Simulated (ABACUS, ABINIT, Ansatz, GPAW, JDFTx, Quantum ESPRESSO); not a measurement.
**One calculation of Li, 7 ways**

```xyz
1
Lattice="-1.7547 1.7547 1.7547 1.7547 -1.7547 1.7547 1.7547 1.7547 -1.7547" Properties=species:S:1:pos:R:3 pbc="T T T"
Li    0.0000    0.0000    0.0000
```

Alike in all runs: task single point; functional PBE; k mesh 11 × 11 × 11; occupations fermi-dirac, width 0.05 eV; no spin polarisation; no spin-orbit coupling. Pressure is positive in compression and, in plane waves, holds the error of the finite cutoff, which Ansatz's Pulay term estimates and takes out.

```tsv
program and potentials	plane-wave cutoff (eV)	notes	pressure (GPa)
ABINIT, JTH PAW PBE v2.0	408	3 valence electrons an atom on average	-0.82
ABACUS, PseudoDojo NC SR 0.4.1 PBE standard, plane waves	1007	3 valence electrons an atom on average	-0.83
JDFTx, PseudoDojo-SR-PBE-0.5-standard	1007	3 valence electrons an atom on average	-0.82
Ansatz, Ansatz PAW (earlier soft set)	420	3 valence electrons an atom on average	-0.82
Ansatz, all-electron LAPW, scalar-relativistic	-	-	-0.81
Quantum ESPRESSO, SSSP 1.3 efficiency PBE	748	3 valence electrons an atom on average	-0.81
GPAW, GPAW PAW data sets (gpaw-data 1.2.1)	800	1 valence electrons an atom on average	-0.80
```

The pressure spans -0.83 (ABACUS, PseudoDojo NC SR 0.4.1 PBE standard, plane waves) to -0.80 GPa (GPAW, GPAW PAW data sets (gpaw-data 1.2.1)), with all-electron results at -0.81.

Differences between rows come from potentials, basis sets and numerical settings, since the functional is the same but for its coding. Runs on potential files found faulty are left out.
